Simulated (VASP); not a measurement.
Runs of VASP 6.6.1 on Ho. It takes space group Fm-3m (No. 225, cubic). Conventional cell: a = 4.988 Å, b = 4.988 Å, c = 4.988 Å, α = 90.00°, β = 90.00°, γ = 90.00°. Around Ho (site symmetry m-3m) lie 12 Ho at 3.53 Å. This isn't the form of Ho at room conditions, which is hcp.

```csv
task,level,potentials or basis,spin,U,fixed moment (μB),cell,cutoff (eV),smearing,LDAUTYPE,hund's J,gap on the mesh (eV),pressure (GPa),moment (μB)
single point,PBE,"VASP PAW PBE potentials, release 64 (Ho)","collinear, ferromagnetic start",-,-,as given,500,gaussian 0.1 eV,-,-,none,2.7,3.62
hyperfine couplings,PBEsol+U,"VASP PAW PBE potentials, release 64 (Ho)","collinear, random start","Ho f U = 8 eV, J = 0.5 eV",3,as given,520,gaussian 0.01 eV,1,0.5,-,(a),3.00
density of states,revPBE+U,"VASP PAW PBE potentials, release 64 (Ho_3), 4f in core","collinear, ferromagnetic start","Ho f U = 4 eV, J = 0.5 eV",-,as given,520,fermi-dirac 0.05 eV,2,0.5,none,1.3,0.00
single point,PBE+U,"VASP PAW PBE potentials, release 64 (Ho_3), 4f in core","collinear, random start","Ho f U = 7 eV, J = 1.0 eV",3,cell strained at random at fixed volume,600,tetrahedron,2,1,-,6.9,3.00
single point,PBE,"VASP PAW PBE potentials, release 64 (Ho_3), 4f in core","collinear, ferromagnetic start",-,-,as given,600,gaussian 0.1 eV,-,-,none,-0.1,0.00
single point,PBE,"VASP PAW PBE potentials, release 64 (Ho)","collinear, ferromagnetic start",-,-,as given,520,fermi-dirac 0.05 eV,-,-,none,(b),(c)
single point,RPBE,"VASP PAW PBE potentials, release 64 (Ho_3), 4f in core","collinear, ferromagnetic start",-,-,as given,520,gaussian 0.02 eV,-,-,none,1.8,0.03
```

Alike in all rows: k mesh 9 × 9 × 9.

Task: Fill in the values left out.

Result: (a) -0.2; (b) 2.8; (c) 3.63.

Caveats: the magnetic or orbital state may not be the lowest; spin-orbit coupling is left out, which moves the levels of the heavy elements; the 4f electrons are frozen in the core as for a trivalent ion, so they carry no moment and show no levels (some runs); the PAW data sets were made with another functional, which shifts forces and pressure a little (some runs); the moment is held away from its start (some runs); the total moment is fixed, so each spin has its own Fermi level (some runs); U is put on an f shell that these potentials keep in the core, so it has next to no effect (some runs).

A k mesh can miss the band edges, and the runs leave out spin-orbit coupling on Ho.

A gap of «none» marks a metal or a gap under the smearing width.

The runs don't all hold the same shells in valence.
